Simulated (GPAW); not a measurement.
Runs of GPAW 26.7.0 on Bi. The structure is trigonal, space group R-3m (No. 166). The conventional cell has a = 4.535 Å, b = 4.535 Å, c = 11.814 Å, α = 90.00°, β = 90.00°, γ = 120.00°. Around Bi (site symmetry 3m) lie 6 Bi at 3.06 to 3.52 Å. 

| task | level | potentials or basis | cell | cutoff (eV) | maxiter | band path | band points | eta | response ecut | gap on the mesh (eV) | pressure (GPa) | largest force (eV/Å) |
| --- | --- | --- | --- | --- | --- | --- | --- | --- | --- | --- | --- | --- |
| band structure | PBEsol | PAW data sets generated in the run's folder for this functional, pw | R-3m, 35.07 Å³/atom | 600 | 150 | GLB1,BZGX,QFP1Z,LP | 60 | - | - | - | -0.4 | (a) |
| energy-loss spectrum | LDA | the program's PAW data sets (release 1.2.1) made for this functional, pw | R-3m, 34.37 Å³/atom | 500 | 150 | - | - | 0.2 eV | 50 eV | none | - | - |
| single point | LDA | the program's PAW data sets (release 1.2.1) made for this functional, pw | R-3m, 35.07 Å³/atom | 500 | 120 | - | - | - | - | none | -1.7 | 0.05 |
| band structure | LDA | the program's PAW data sets (release 1.2.1) made for this functional, pw | R-3m, 35.07 Å³/atom | 600 | 150 | GLB1,BZGX,QFP1Z,LP | 60 | - | - | - | -1.6 | 0.05 |

Alike in all rows: no spin polarisation; k mesh 6 × 6 × 6; smearing fermi-dirac 0.05 eV.

Task: Fill in the values left out.

Result: (a) 0.04.

Caveats: spin-orbit coupling is left out, which moves the levels of the heavy elements; the highest transitions drop out of the frequency grid (some runs); the Lanczos chain is short for so many electrons, so humps in the spectrum may be artefacts (some runs); the cutoff is short for stress and forces, so pressures can be off by a GPa or more (some runs).

A k mesh can miss the band edges, and the runs leave out spin-orbit coupling on Bi.

A gap of «none» marks a metal or a gap under the smearing width.
